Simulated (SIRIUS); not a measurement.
# NaH under changes of volume

One of the cells (14.817 Å³/atom); the others are scaled copies at fixed shape and fractional positions:

```
Na H
1.0
     0.00000    2.45616    2.45616
     2.45616    0.00000    2.45616
     2.45616    2.45616    0.00000
Na H
1 1
Direct
  0.00000 0.00000 0.00000
  0.50000 0.50000 0.50000
```

* Program: SIRIUS 7.12.0
* Functional: PBEsol
* Potentials or basis: PseudoDojo 0.4.1 PBEsol standard (scalar relativistic)
* Cutoff: 1202 eV
* Density cutoff: 4809 eV
* k mesh: 9 × 9 × 9
* Occupations: fermi-dirac, width 0.05 eV
* Spin: no spin polarisation

```csv
volume (Å³/atom),energy over the lowest point (meV/atom),pressure (GPa),gap on the mesh (eV)
13.655,0.00,0.2,3.93
13.946,0.08,-0.3,3.90
14.236,1.03,-0.7,3.86
14.817,5.19,-1.5,3.79
15.108,?,?,?
15.398,11.92,-2.2,3.73
```

**Question.** What does the run at 15.108 Å³/atom give?

**Answer.** Energy over the lowest point 8.26 meV/atom; pressure -1.9 GPa; gap on the mesh 3.76 eV.

Worked out: A Birch-Murnaghan fit of order 3 (a polynomial in V^(-2/3)) to the other rows has its minimum at 13.77 Å³/atom with B0 = V·E''(V) = 24 GPa and B' = 3.8. It gives 8.27 meV/atom at 15.108 Å³/atom, against the run's 8.26, and -dE/dV = -1.9 GPa, against -1.9. A straight line through the other rows of the gap, of slope -1.69 eV per unit of ln V, gives 3.76 eV, against the run's 3.76.

Energies are extrapolated to zero smearing.

Caveats: an odd mesh through Γ misses points on the zone boundary, where band edges often lie.
